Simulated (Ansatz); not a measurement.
Runs of Ansatz 0.2.0 on Si2Mo. The structure is hexagonal, space group P6_222 (No. 180). Conventional cell: a = 4.585 Å, b = 4.585 Å, c = 6.580 Å, α = 90.00°, β = 90.00°, γ = 120.00°. Around Mo (site symmetry 222) lie 10 Si at 2.57 to 2.67 Å. Si (site symmetry 2) has 5 Si at 2.55 to 2.67 Å and 5 Mo at 2.57 to 2.67 Å as nearest neighbours. Measurements of this composition are mostly on another form, of space group No. 139.

```csv
level,U,hubbard projectors,double counting,gap on the mesh (eV),pressure (GPa),relaxed volume (Å³/atom)
PBEsol+U,Mo d U = 2 eV,ortho-atomic (the default),fll (the default),0.42,0.0,13.19
PBEsol+U,Mo d U = 1 eV,ortho-atomic (the default),fll (the default),0.33,0.0,13.21
PBEsol,-,-,-,0.26,0.0,13.22
PBEsol+U,Mo d U = 3 eV,ortho-atomic (the default),fll (the default),0.52,0.0,13.17
PBEsol+U,Mo d U = 6 eV,ortho-atomic (the default),fll (the default),(c),0.0,13.14
PBEsol+U,Mo d U = 5 eV,ortho-atomic (the default),fll (the default),0.78,0.0,13.15
PBEsol+U,Mo d U = 4 eV,ortho-atomic (the default),fll (the default),(b),0.0,13.16
PBEsol+U,Mo d U = 8 eV,ortho-atomic (the default),fll (the default),(a),0.0,13.15
PBE+D4,-,-,-,0.27,0.0,13.15
```

Alike in all rows: task relaxation of cell and atoms; potentials or basis Ansatz PAW; no spin polarisation; cell relaxed; k mesh 7 × 7 × 4; cutoff (eV) 420; smearing fermi-dirac 0.05 eV.

Question: Fill in the values left out.

Answer: (a) 1.31; (b) 0.64; (c) 0.96.

Caveats: odd divisions of the mesh miss points on the zone boundary, where band edges often lie, so the gap on the mesh can be too wide; the plane-wave basis is chosen anew once the cell has moved, so the energies of steps on either side of that aren't comparable; the PAW data sets come from PBE, with cores solved anew for the run's functional, which leaves a small shift of forces and pressure (some runs); the U is typed as a test and isn't derived for this compound (some runs).

A k mesh can miss the band edges, and the runs leave out spin-orbit coupling on Mo.
